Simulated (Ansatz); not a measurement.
BiTe: strain energy, fitted

BiTe, Fm-3m, a = 6.502 Å. The structure is a COD entry; whether it is the stable form wasn't checked. Ansatz: PBE, PAW, 420 eV, Γ-centred 12×12×8 mesh on 4 atoms, Gaussian smearing 0.10 eV; no spin polarisation. Series: biaxial strain in the a-b plane, c and atoms relaxed; x is the strain in per cent. The axes a, b, c are those of the computed cell (4.598, 4.598, 6.502 Å), along [1 1 0], [-1 1 0], [0 0 1] of the cell named above. y is the free energy over the unstrained cell, V0 = 34.366 Å³/atom.

```
x (%) y (meV/atom)
 -4.5             ?
 -3.0         27.08
 -1.5          6.35
  0.0          0.00
  1.5          5.61
  3.0         20.68
  4.5         43.33
```

Problem. Fit y = c2 x² + c3 x³ to the other rows, turn c2 into a modulus, and predict the missing energy.

Solution. Least squares on the rows shown. y = 2.6586 x² − 0.11577 x³. In eV per unit strain² c2 is 26.59; M is the biaxial modulus (E = M V0 ε²): 26.59 × 160.2 / (34.366) = 124 GPa. At x = -4.5 the fit asked for gives 64.39 meV/atom. The run gave 62.00 meV/atom, so the fit is 2.39 meV/atom too high, 3.9 % of the span of the series, against an rms of 0.06 meV/atom on the fitted rows. The row lies outside the fitted range. With a term in x⁴ added, a fit to the same known rows predicts 64.86 meV/atom, no real gain.

Spin–orbit coupling is left out, which can shift energies with elements as heavy as these.